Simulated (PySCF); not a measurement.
## Isomers of C5H12: computed energies against enthalpies of formation

**Experimental background.**

From CRC Handbook of Chemistry and Physics, for the gas at 298.15 K: enthalpy of formation of `CC(C)(C)C` -168 kJ/mol; enthalpy of formation of `CCC(C)C` -153.6 kJ/mol; enthalpy of formation of `CCCCC` (pentane) -146.9 kJ/mol.

How close the calculation comes is told at the end.

Differences of these values give the isomerisation enthalpies. Geometries: PBE0-D3(BJ)/def2-SVP; runs in PySCF, gas phase, with a dispersion term only where the level names one. Total electronic energies (Eh):

```
   SMILES  PBE0-D3(BJ)/def2-SVP  PBE0/pcSseg-1  PBE0/def2-SVPD  B3LYP/def2-SVPD  BHandHLYP/def2-SVPD  HF/def2-SVPD
CC(C)(C)C            -197.39023     -197.49274      -197.38986       -197.64347           -197.50073    -196.20265
  CCC(C)C            -197.38749     -197.48948      -197.38692       -197.64085           -197.49795    -196.20052
    CCCCC            -197.38678     -197.48921      -197.38678       -197.64121           -197.49815    -196.20185
```

Zero-point and thermal terms are left out, so the computed numbers are electronic energies.

**Comparison with experiment**

Relative to `CC(C)(C)C`, the lowest by measurement, in kJ/mol (measured: enthalpies at 298.15 K; computed: electronic energies):

| SMILES | measured | PBE0-D3(BJ)/def2-SVP | PBE0/pcSseg-1 | PBE0/def2-SVPD | B3LYP/def2-SVPD | BHandHLYP/def2-SVPD | HF/def2-SVPD |
| --- | --- | --- | --- | --- | --- | --- | --- |
| CC(C)(C)C | 0.0 | 0.0 | 0.0 | 0.0 | 0.0 | 0.0 | 0.0 |
| CCC(C)C | 14.4 | 7.2 | 8.6 | 7.7 | 6.9 | 7.3 | 5.6 |
| CCCCC | 21.1 | 9.1 | 9.3 | 8.1 | 5.9 | 6.8 | 2.1 |

Measured values: -168 kJ/mol (298.15 K; CRC Handbook of Chemistry and Physics) for the first row; the others come from the same table. Mean unsigned miss over the other isomers: PBE0/pcSseg-1 8.8, PBE0-D3(BJ)/def2-SVP 9.6, PBE0/def2-SVPD 9.9, BHandHLYP/def2-SVPD 10.7, B3LYP/def2-SVPD 11.4, HF/def2-SVPD 13.9 kJ/mol. One conformer stands for `CCC(C)C` and `CCCCC`, not necessarily the lowest, while the measurement averages over conformers. Where a level misses, the cause wasn't examined.
